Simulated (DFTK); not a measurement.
Crystal: Ge.

```
CELL_PARAMETERS angstrom
0.00000 2.82891 2.82891
2.82891 0.00000 2.82891
2.82891 2.82891 0.00000
ATOMIC_POSITIONS crystal
Ge 0.75000 0.75000 0.75000
Ge 0.50000 0.50000 0.50000
```

Base run:

```yaml
Program: DFTK 0.8.2
Functional: TASK
Potentials_or_basis: in-house norm-conserving set (r2SCAN, scalar relativistic)
Cutoff: 1225 eV
k_mesh: 5 × 5 × 5
Occupations: fermi-dirac, width 0.05 eV
Spin: no spin polarisation
```

Its results: band gap on the k mesh 0.71 eV, direct; pressure 5.5 GPa.

Question: The run is repeated on the same cell with these changes: functional from TASK to r2SCAN. What comes out?

Answer: Band gap on the k mesh 0.46 eV, direct; pressure 0.6 GPa.

Caveats: the potentials were made for another functional, which shifts forces and pressure (some runs).
